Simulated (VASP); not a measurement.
# Bi (R-3m) in VASP: further runs, part 2 of 2

VASP 6.6.1. Earlier steps stand in the parts before.

## (3) Relaxation of cell and atoms, rev-vdW-DF2

This run uses another cell than the first one, of 35.79 Å³/atom, 1.020 times its volume.

File INCAR:

```
SYSTEM = Bi
AGGAC    = 0.0          
ALGO     = Normal         ! electronic algorithm
EDIFF    = 1E-7           ! SCF threshold, eV
EDIFFG   = -0.005         ! ionic threshold
ENCUT    = 600            ! plane-wave cutoff, eV
GGA      = MK             ! functional
IBRION   = 2              ! ionic algorithm
ISIF     = 3              ! what is computed and relaxed
ISMEAR   = 1              ! smearing method
LASPH    = .True.         ! aspherical terms in the spheres
LCHARG   = .False.        ! write CHGCAR
LREAL    = .False.        ! projectors in reciprocal space
LUSE_VDW = .True.       
LWAVE    = .False.        ! write WAVECAR
NELM     = 80             ! most SCF steps
NSW      = 90             ! ionic steps
PARAM1   = 0.1234       
PARAM2   = 0.711357     
PREC     = Accurate       ! precision mode
SIGMA    = 0.1            ! smearing width, eV
ZAB_VDW  = -1.8867
```

File KPOINTS:

```
k-points
0
Gamma
  12 12 10
  0 0 0
```

File POSCAR:

```
Bi                                      
1.0
    2.2774325623      1.3148763076      3.9837142257
   -2.2774325623      1.3148763076      3.9837142257
   -0.0000000000     -2.6297526050      3.9837142257
  Bi            
     2
Direct
     0.2351969701241002    0.2351969701241002    0.2351969701240869
     0.7648030298758999    0.7648030298758999    0.7648030298759131
```

Potentials or basis: VASP PAW PBE potentials, release 64 (Bi_d).

Launch:

```
$ cat potpaw_PBE.64/Bi_d/POTCAR > POTCAR
$ mpirun -np 1 vasp_std > vasp.out
```

OUTCAR:

```text
SYSTEM = Bi
   EDIFF = 1E-7
   EDIFFG = -0.005
   ENCUT = 600
   GGA = MK
   IBRION = 2
   ISIF = 3
   ISMEAR = 1
   LASPH = .True.
   LREAL = .False.
   NELM = 80
   NSW = 90
   PREC = Accurate

 ion  position               nearest neighbor table
   1  0.235  0.235  0.235-   2 3.10   2 3.10   2 3.10   2 3.52   2 3.52   2 3.52
   2  0.765  0.765  0.765-   1 3.10   1 3.10   1 3.10   1 3.52   1 3.52   1 3.52

  LATTYP: Found a trigonal (rhomboedric) cell.
 ALAT       =     4.7734241182
 COS(alpha) =     0.5447384194

  Lattice vectors:

 A1 = (   2.2774325623,   1.3148763076,   3.9837142257)
 A2 = (  -2.2774325623,   1.3148763076,   3.9837142257)
 A3 = (   0.0000000000,  -2.6297526050,   3.9837142257)

Analysis of symmetry for initial positions (statically):
=====================================================================
 Subroutine PRICEL returns:
 Original cell was already a primitive cell.

 Routine SETGRP: Setting up the symmetry group for a
 trigonal (rhombohedral) supercell.

 Subroutine GETGRP returns: Found 12 space group operations
 (whereof 12 operations were pure point group operations)
 out of a pool of 12 trial point group operations.

The static configuration has the point symmetry D_3d.

Analysis of symmetry for dynamics (positions and initial velocities):
=====================================================================
 Subroutine PRICEL returns:
 Original cell was already a primitive cell.

 Routine SETGRP: Setting up the symmetry group for a
 trigonal (rhombohedral) supercell.

 Subroutine GETGRP returns: Found 12 space group operations
 (whereof 12 operations were pure point group operations)
 out of a pool of 12 trial point group operations.

The dynamic configuration has the point symmetry D_3d.

 Subroutine INISYM returns: Found 12 space group operations
 (whereof 12 operations are pure point group operations),
 and found     1 'primitive' translations

----------------------------------------------------------------------------------------

                                     Primitive cell

  volume of cell :      71.5764

  direct lattice vectors                    reciprocal lattice vectors
     2.277432562  1.314876308  3.983714226     0.219545469  0.126754636  0.083674007
    -2.277432562  1.314876308  3.983714226    -0.219545469  0.126754636  0.083674007
     0.000000000 -2.629752605  3.983714226     0.000000000 -0.253509271  0.083674008

  length of vectors
     4.773424118  4.773424118  4.773424116     0.266961215  0.266961215  0.266961214

  position of ions in fractional coordinates (direct lattice)
     0.235196970  0.235196970  0.235196970
     0.764803030  0.764803030  0.764803030

  ion indices of the primitive-cell ions
   primitive index   ion index
                 1           1
                 2           2

----------------------------------------------------------------------------------------

 KPOINTS: k-points

Automatic generation of k-mesh.
 Grid dimensions read from file:
 generate k-points for:   12   12   10

 Generating k-lattice:

  Cartesian coordinates                     Fractional coordinates (reciprocal lattice)
[... 63 lines left out ...]
 [... further k-points ...]
   k-points           NKPTS =    391   k-points in BZ     NKDIM =    391   number of bands    NBANDS=     19
   number of dos      NEDOS =    301   number of ions     NIONS =      2
   total plane-waves  NPLWV =  64000
   dimension x,y,z NGX =    40 NGY =   40 NGZ =   40
   dimension x,y,z NGXF=    80 NGYF=   80 NGZF=   80
   ions per type =               2
   NGX,Y,Z   is equivalent  to a cutoff of  13.93, 13.93, 13.93 a.u.
   NGXF,Y,Z  is equivalent  to a cutoff of  27.86, 27.86, 27.86 a.u.
 SYSTEM =  Bi
   PREC   = accura    normal or accurate (medium, high low for compatibility)
   ISTART =      0    job   : 0-new  1-cont  2-samecut
   ICHARG =      2    charge: 1-file 2-atom 10-const
   ISPIN  =      1    spin polarized calculation?
   LNONCOLLINEAR =      F non collinear calculations
   LSORBIT =      F    spin-orbit coupling
   LASPH  =      T    aspherical Exc in radial PAW
   ENCUT  =  600.0 eV  44.10 Ry    6.64 a.u.   9.53  9.53  9.53*2*pi/ulx,y,z
   NELM   =     80;   NELMIN=  2; NELMDL= -5     # of ELM steps
   EDIFF  = 0.1E-06   stopping-criterion for ELM
   LREAL  =      F    real-space projection
   EDIFFG = -.5E-02   stopping-criterion for IOM
   NSW    =     90    number of steps for IOM
   IBRION =      2    ionic relax: 0-MD 1-quasi-New 2-CG
   NFREE  =      1    steps in history (QN), initial steepest desc. (CG)
   ISIF   =      3    stress and relaxation
   ISYM   =      2    0-nonsym 1-usesym 2-fastsym
   POTIM  = 0.5000    time-step for ionic-motion
   TEBEG  =    0.0;   TEEND  =   0.0 temperature during run
   PSTRESS=    0.0 pullay stress
   NELECT =      30.0000    total number of electrons
   NUPDOWN=      -1.0000    fix difference up-down
   EMIN   =  10.00;   EMAX   =-10.00  energy-range for DOS
   EFERMI =   0.00;   METHOD = LEGACY
   ISMEAR =     1;   SIGMA  =   0.10  broadening in eV -4-tet -1-fermi 0-gaus
   EFERMI_NEDOS =   21; number of points for ismear=-14 and -15
   IALGO  =     38    algorithm
   IMIX   =      4    mixing-type and parameters
     AMIX     =   0.40;   BMIX     =  1.00
     AMIX_MAG =   1.60;   BMIX_MAG =  1.00
  volume/ion in A,a.u.               =      35.79       241.51
  Fermi-wavevector in a.u.,A,eV,Ry     =   1.225158  2.315212 20.422497  1.501011
  Thomas-Fermi vector in A             =   2.360206
   LORBIT       =      0    0 simple, 1 ext, 2 COOP (PROOUT), +10 PAW based schemes
   GGA     = MK    functional components
   LHFCALC =     F    Hartree Fock is set to
   AEXX    =    0.0000 exact exchange contribution
   IVDW_NL    =     1    kernel type
   BPARAM     = 6.3000
   IVDW    =     0    specifies the selected vdW correction
   LEPSILON=     F    determine dielectric tensor
   LRPA    =     F    only Hartree local field effects (RPA)
 conjugate gradient relaxation of ions
 non-spin polarized calculation
 Methfessel and Paxton  Order N= 1 SIGMA  =   0.10
  energy-cutoff  :      600.00
  volume of cell :       71.58
 maximum number of plane-waves:      2413
 NGX is ok and might be reduce to    40
   NGX = 19   NGY = 19   NGZ = 19

--------------------------------------- Ionic step        1  -------------------------------------------

 number of electron      30.0000003 magnetization

 Free energy of the ion-electron system (eV)
  ---------------------------------------------------
  ext. energy  EPLUGINS =         0.00000000
  ---------------------------------------------------
  free energy    TOTEN  =        -1.89046084 eV

  energy without entropy =       -1.89042977  energy(sigma->0) =       -1.89045048

------------------------ aborting loop because EDIFF is reached ----------------------------------------

  FORCE on cell =-STRESS in cart. coord.  units (eV):
  Direction    XX          YY          ZZ          XY          YZ          ZX
  --------------------------------------------------------------------------------------
  -------------------------------------------------------------------------------------
  Total        0.0126239      0.0126239     -0.0122197      0.0000000     -0.0000000      0.0000000
  in kB        0.2825744      0.2825744     -0.2735271      0.0000000     -0.0000000      0.0000000
  external PRESSURE =       0.0972072 kB  Pullay stress =       0.0000000 kB
[... 139 lines left out ...]
--------------------------------------- Ionic step        5  -------------------------------------------

 number of electron      30.0000003 magnetization

 Free energy of the ion-electron system (eV)
  ---------------------------------------------------
  ext. energy  EPLUGINS =         0.00000000
  ---------------------------------------------------
  free energy    TOTEN  =        -1.89049931 eV

  energy without entropy =       -1.89049720  energy(sigma->0) =       -1.89049861

 E-fermi :   6.0387     XC(G=0):  -9.5098

 val. band max:        6.0336065937   @ k =   0.0833   0.0833   0.4000
 cond. band min:       6.0896141693   @ k =   0.4167  -0.0000   0.0000
 fundamental gap:      0.0560075756
 Fermi energy:         6.0386715645

 k-point     1 :       0.0000    0.0000    0.0000
  band No.  band energies     occupation
      1     -16.8096      2.00000
      2     -16.8096      2.00000
      3     -16.6649      2.00000
      4     -16.6649      2.00000
      5     -16.6537      2.00000
      6     -16.4924      2.00000
[... 505 lines left out ...]
      6     -16.5710      2.00000
[... 11 lines left out ...]
     18       9.1980      0.00000
     19      12.8256      0.00000

 [... further k-points ...]

------------------------ aborting loop because EDIFF is reached ----------------------------------------

  FORCE on cell =-STRESS in cart. coord.  units (eV):
  Direction    XX          YY          ZZ          XY          YZ          ZX
  --------------------------------------------------------------------------------------
  -------------------------------------------------------------------------------------
  Total       -0.0001227     -0.0001227      0.0006252      0.0000000      0.0000000      0.0000000
  in kB       -0.0027485     -0.0027485      0.0140043      0.0000000      0.0000000      0.0000000
  external PRESSURE =       0.0028358 kB  Pullay stress =       0.0000000 kB
[... 21 lines left out ...]
  energy  without entropy=       -1.8904972035  energy(sigma->0) =       -1.89049861

Total vdW correction in eV:      4.8494021

 reached required accuracy - stopping structural energy minimisation
```

It took 22 min on 1 thread of Intel Xeon 6975P-C (Granite Rapids), shared host; peak memory 1 GiB.

Results:

| Property | Result |
| --- | --- |
| Free energy | -1.8905 eV |
| Relaxed volume | 35.77 Å³/atom |
| Relaxed cell | a = 4.767 Å, b = 4.767 Å, c = 4.767 Å, α = 57.12°, β = 57.12°, γ = 57.12° |
| Space group after relaxing (to 0.05 Å) | R-3m (No. 166) |
| Energy gained by relaxing | 0.0 meV/atom |
| Ionic steps | 5 |
| Pressure after relaxing | 0.0 GPa |
| Band gap on the k mesh | none (metal or under the smearing width) |

Forces on the atoms (eV/Å):
```
Bi   0.000  0.000  0.003
Bi   0.000  0.000 -0.003
```

Final structure:
```
Bi
1.0
     2.27911    1.31584    3.97530
    -2.27911    1.31584    3.97530
     0.00000   -2.63169    3.97530
Bi
2
Direct
  0.23533 0.23533 0.23533
  0.76467 0.76467 0.76467
```

Levels at points of the mesh, in eV from the Fermi level:
```
           k point  band 11  band 12  band 13  band 14  band 15  band 16  band 17  band 18  band 19
(0.00, 0.00, 0.00)   -13.00    -7.63    -1.51    -1.17    -1.17     2.55     2.90     2.90     5.61
(0.50, 0.00, 0.00)   -11.12   -10.54    -1.28    -1.08    -0.29    -0.24     0.44     0.92     7.53
(0.50, 0.50, 0.00)   -11.24    -9.50    -4.60    -2.99    -2.81     2.50     4.77     5.26     6.53
(0.50, 0.50, 0.50)   -11.77   -10.01    -0.85    -0.53    -0.53     0.64     0.64     0.66     7.07
```

Caveat: the PAW data sets were made with another functional, which shifts forces and pressure a little; spin-orbit coupling is left out, which moves the levels of the heavy elements.

## (4) Relaxation of cell and atoms, PBE+D3(BJ)

File INCAR:

```
ALGO = Normal
EDIFF = 1E-6
EDIFFG = -0.01
ENCUT = 600
GGA = PE
IBRION = 2
ISIF = 3
ISMEAR = 1
IVDW = 12
LASPH = True
LCHARG = False
LREAL = False
LWAVE = False
NELM = 80
NSW = 90
PREC = Accurate
SIGMA = 0.1
```

File KPOINTS:

```
k-points
0
Gamma
  12 12 10
```

File POSCAR:

```
Bi
1.0
    2.2675000000      1.3091417400      3.9380000000
   -2.2675000000      1.3091417400      3.9380000000
    0.0000000000     -2.6182834700      3.9380000000
Bi
2
Direct
    0.2340000000      0.2340000000      0.2340000000
    0.7660000000      0.7660000000      0.7660000000
```

Launch:

```
$ cat potpaw_PBE.64/Bi_d/POTCAR > POTCAR
$ mpirun -np 1 vasp_std > vasp.out
```

It took 45 min on 1 thread of Intel Xeon Platinum 8488C (Sapphire Rapids), shared host; peak memory 0.66 GiB.

It converged, with:

- Free energy: -8.6660 eV
- Relaxed volume: 34.55 Å³/atom
- Relaxed cell: a = 4.688 Å, b = 4.688 Å, c = 4.688 Å, α = 57.77°, β = 57.77°, γ = 57.77°
- Space group after relaxing (to 0.05 Å): R-3m (No. 166)
- Energy gained by relaxing: 4.0 meV/atom
- Ionic steps: 7
- Pressure after relaxing: 0.0 GPa
- Largest force after relaxing: 0.006 eV/Å
- Band gap on the k mesh: none (metal or under the smearing width)
- Dispersion energy per atom: -0.462 eV

Forces on the atoms (eV/Å):
```
Bi   0.000  0.000 -0.006
Bi   0.000  0.000  0.006
```

Step by step:
```csv
step,energy change (eV),largest force (eV/Å),pressure (GPa),volume (Å³)
1,0.0000,0.2259,0.07,70.14
2,-0.0037,0.1211,-0.25,70.30
3,-0.0049,0.0353,-0.46,70.44
4,-0.0071,0.0315,0.06,69.35
5,-0.0071,0.0298,0.03,69.31
6,-0.0076,0.0191,0.05,69.25
7,-0.0080,0.0064,0.02,69.10
```

Final structure:
```cif
data_structure
_symmetry_space_group_name_H-M 'P 1'
_symmetry_Int_Tables_number 1
_cell_length_a 4.6877
_cell_length_b 4.6877
_cell_length_c 4.6877
_cell_angle_alpha 57.766
_cell_angle_beta 57.766
_cell_angle_gamma 57.766
_cell_volume 69.10
loop_
_atom_site_label
_atom_site_type_symbol
_atom_site_fract_x
_atom_site_fract_y
_atom_site_fract_z
_atom_site_occupancy
Bi1 Bi 0.23732 0.23732 0.23732 1
Bi2 Bi 0.76268 0.76268 0.76268 1
```

Levels at points of the mesh, in eV from the Fermi level:
| k point | band 13 | band 14 | band 15 | band 16 | band 17 | band 18 |
| --- | --- | --- | --- | --- | --- | --- |
| (0.00, 0.00, 0.00) | -1.54 | -1.24 | -1.24 | 2.75 | 3.03 | 3.03 |
| (0.50, 0.00, 0.00) | -1.16 | -1.01 | -0.27 | -0.27 | 0.34 | 0.76 |
| (0.50, 0.50, 0.00) | -4.85 | -3.14 | -2.98 | 2.46 | 5.00 | 5.35 |
| (0.50, 0.50, 0.50) | -0.80 | -0.52 | -0.52 | 0.51 | 0.51 | 0.55 |

Caveat: spin-orbit coupling is left out, which moves the levels of the heavy elements; pairwise dispersion overbinds metals, which lowers pressure and volume.

## (5) Relaxation of cell and atoms, PBE+D3(BJ)

This run uses another cell than the first one, of 34.55 Å³/atom, 0.985 times its volume.

Edit INCAR of step 4 so:

```diff
@@ -1,4 +1,4 @@
 ALGO = Normal
-EDIFF = 1E-6
-EDIFFG = -0.01
+EDIFF = 1E-7
+EDIFFG = -0.005
 ENCUT = 600
```

KPOINTS is that of step 4.

File POSCAR:

```
Bi                                      
1.0
    2.2642702864      1.3072770639      3.8908120545
   -2.2642702864      1.3072770639      3.8908120545
    0.0000000000     -2.6145541180      3.8908120545
  Bi            
     2
Direct
     0.2373168433666082    0.2373168433666082    0.2373168433666065
     0.7626831566333917    0.7626831566333917    0.7626831566333935
```

Launch:

```
$ cat potpaw_PBE.64/Bi_d/POTCAR > POTCAR
$ mpirun -np 1 vasp_std > vasp.out
```

Run time: 23 min. Hardware: 1 thread of Intel Xeon Platinum 8488C (Sapphire Rapids), shared host; peak memory 0.64 GiB.

It converged, with:

| Quantity | Value |
| --- | --- |
| Free energy | -8.6659 eV |
| Relaxed volume | 34.57 Å³/atom |
| Relaxed cell | a = 4.686 Å, b = 4.686 Å, c = 4.686 Å, α = 57.83°, β = 57.83°, γ = 57.83° |
| Space group after relaxing (to 0.05 Å) | R-3m (No. 166) |
| Energy gained by relaxing | 0.0 meV/atom |
| Ionic steps | 3 |
| Pressure after relaxing | 0.0 GPa |
| Band gap on the k mesh | none (metal or under the smearing width) |
| Dispersion energy per atom | -0.462 eV |

Final structure:
```
CELL_PARAMETERS angstrom
2.26566 1.30808 3.88792
-2.26566 1.30808 3.88792
0.00000 -2.61616 3.88792
ATOMIC_POSITIONS crystal
Bi 0.23727 0.23727 0.23727
Bi 0.76273 0.76273 0.76273
```

Levels at points of the mesh, in eV from the Fermi level:
| k point | band 11 | band 12 | band 13 | band 14 | band 15 | band 16 | band 17 | band 18 | band 19 |
| --- | --- | --- | --- | --- | --- | --- | --- | --- | --- |
| (0.00, 0.00, 0.00) | -13.17 | -7.43 | -1.53 | -1.25 | -1.25 | 2.75 | 3.03 | 3.03 | 5.49 |
| (0.50, 0.00, 0.00) | -11.16 | -10.64 | -1.15 | -1.01 | -0.27 | -0.27 | 0.35 | 0.76 | 7.71 |
| (0.50, 0.50, 0.00) | -11.29 | -9.43 | -4.85 | -3.13 | -2.98 | 2.46 | 5.00 | 5.35 | 6.92 |
| (0.50, 0.50, 0.50) | -11.73 | -10.17 | -0.81 | -0.53 | -0.53 | 0.50 | 0.50 | 0.55 | 7.28 |

Caveat: spin-orbit coupling is left out, which moves the levels of the heavy elements; pairwise dispersion overbinds metals, which lowers pressure and volume.
